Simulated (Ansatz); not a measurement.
**Trial inputs on Hg**

All trials start from this Ansatz input:

```yaml
crystal:
  lattice:
    - [-2.069695, 2.069695, 1.802258]
    - [2.069695, -2.069695, 1.802258]
    - [2.069695, 2.069695, -1.802258]
  atoms:
    - { symbol: Hg, position: [0.0, 0.0, 0.0] }
basis:
  ecutwfc: 420
kpoints:
  mp_grid: { grid: [6, 6, 6] }
hamiltonian:
  xc: pbe
scf:
  occupations: { method: gaussian, width: 0.1 }
output:
  forces: true
  stress: true
  eigenvalues: true
```

Command:

```bash
ansatz run input.yaml --threads 1 --pin off --max-ram 1331MiB --backend cpu --events-out ev --progress --plain --runs-dir out
```

The run converges in 6 SCF iterations on 30 irreducible k-points: pressure -0.20 GPa, no gap.

Settings here are deliberately varied, not converged. Each trial's input is given as a difference from the reference's; energies are extrapolated to zero smearing where there is one, and pressure is positive in compression.

Trial 1:

```diff
 basis:
-  ecutwfc: 420
+  ecutwfc: "24 Ha"
 kpoints:
-  mp_grid: { grid: [6, 6, 6] }
+  mp_grid: { grid: [7, 4, 2], shift: [0.25, 0.25, 0.25] }
```

What does the program give?

The run converges in 6 SCF iterations on 56 irreducible k-points: energy 5.92 meV per atom above the reference, pressure 0.39 GPa, gap on the sampled k-points 0.40 eV (the reference is a metal, so it comes from the sampling or the changed settings). It warns that the mesh lowers the symmetry.

Trial 2:

```diff
 kpoints:
-  mp_grid: { grid: [6, 6, 6] }
+  mp_grid: { grid: [4, 4, 4] }
 scf:
-  occupations: { method: gaussian, width: 0.1 }
+  occupations: { method: gaussian, width: 0.42 }
```

What does the program give?

The run converges in 6 SCF iterations on 13 irreducible k-points: energy 18.8 meV per atom above the reference, pressure -0.13 GPa, no gap.

Trial 3 (volume scaled):

```diff
 crystal:
   lattice:
-    - [-2.069695, 2.069695, 1.802258]
-    - [2.069695, -2.069695, 1.802258]
-    - [2.069695, 2.069695, -1.802258]
+    - [-2.0431395992, 2.0431395992, 1.7791339728]
+    - [2.0431395992, -2.0431395992, 1.7791339728]
+    - [2.0431395992, 2.0431395992, -1.7791339728]
 hamiltonian:
-  xc: pbe
+  xc: rpbe
 scf:
+  mixing:
+    beta: 0.21
+    ndim: 4
+    preconditioner: none
+    globalisation: backtrack
+  max_iter: 78
```

How does this run end?

The run converges in 6 SCF iterations on 30 irreducible k-points: pressure 1.85 GPa, no gap.

Trial 4:

```diff
 basis:
-  ecutwfc: 420
+  ecutwfc: 200
 kpoints:
-  mp_grid: { grid: [6, 6, 6] }
+  mp_grid: { grid: [2, 2, 2] }
 hamiltonian:
-  xc: pbe
+  xc: lda
 scf:
+  eigensolver: { real_solve: false }
+  max_iter: 55
```

How does this run end?

The run converges in 6 SCF iterations on 4 irreducible k-points: pressure 11.32 GPa (unreliable at so low a cutoff), no gap. It warns that the cutoff lies under the recommended one, 420 eV for these potentials.

Trial 5:

```diff
 kpoints:
+  band_path: { path: [[0, 0, 0], [0.5, 0, 0], [0.5, 0.5, 0.5]], npoints: 8 }
 scf:
+  lower_state_search: "off"
+  max_iter: 80
+  convergence: { dr2_threshold: "1e-7 eV" }
```

What does the program give?

The run converges in 6 SCF iterations on 30 irreducible k-points: the reference's energy to 0.01 meV per atom, pressure -0.20 GPa, no gap. It warns that the SCF threshold is loose for the stress.

Trial 6 (volume scaled):

```diff
 crystal:
   lattice:
-    - [-2.069695, 2.069695, 1.802258]
-    - [2.069695, -2.069695, 1.802258]
-    - [2.069695, 2.069695, -1.802258]
+    - [-2.1429597306, 2.1429597306, 1.8660557803]
+    - [2.1429597306, -2.1429597306, 1.8660557803]
+    - [2.1429597306, 2.1429597306, -1.8660557803]
 basis:
-  ecutwfc: 420
+  ecutwfc: 510
 kpoints:
-  mp_grid: { grid: [6, 6, 6] }
+  mp_grid: { grid: [4, 4, 4] }
 hamiltonian:
+  hubbard:
+    sites: [{ species: Hg, l: d, u: 6.2, j: 0.55 }]
+    projectors: ortho-atomic
+  dispersion: d3bjatm
 scf:
+  algorithm: density_mixing
+  max_iter: 86
 output:
-  stress: true
+  stress: false
```

What does the program give?

The run converges in 6 SCF iterations on 13 irreducible k-points: no gap. It warns that the count of filled bands differs between k-points. Under a U the state reached may not be the lowest.